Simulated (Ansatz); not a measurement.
Compressing NaCl: a fit and a missing row

NaCl, Pm-3m, a = 3.505 Å. This isn't the usual stable structure of the compound. Ansatz: PBE, PAW, 420 eV, Γ-centred 6×6×6 mesh on 2 atoms, Gaussian smearing 0.02 eV; no spin polarisation. Symmetry fixes shape and atoms, so the cell is only scaled; pressure is positive in compression.

```
V (Å³/atom) P (GPa)
     18.946        ?
     19.592     3.09
     20.238     1.90
     20.884     0.89
     21.530     0.05
     22.175    -0.67
     22.821    -1.28
     23.683    -1.94
```

Task: Take V0 = 21.530 Å³/atom, count pressures from its P0 = 0.05 GPa, fit the third-order Birch–Murnaghan form to the other rows, and predict the missing pressure.

Result: With the Eulerian strain f = ½[(V0/V)^(2/3) − 1] and y = (P − P0)/[3f(1 + 2f)^(5/2)], the form is the line y = B0 + 1.5 B0 (B0′ − 4) f. Rows (f, y): 0.03245, 26.68; 0.02106, 26.41; 0.01026, 25.94; -0.00974, 25.88; -0.01904, 25.66; -0.03078, 25.26. Means f = 0.0007017, y = 25.972; Σ(Δf)² = 0.003004, ΣΔfΔy = 0.06062; the slope is their ratio. y = 25.96 + 20.18 f GPa, so B0 = 26.0 GPa and B0′ = 4 + 2 × (20.18)/(3 × 25.96) = 4.52. At V = 18.946, f = 0.04449, y = 26.858 and P = 4.49 GPa. The run gave 4.51 GPa, so the fit is 0.02 GPa too low, a small miss on the scale of the series.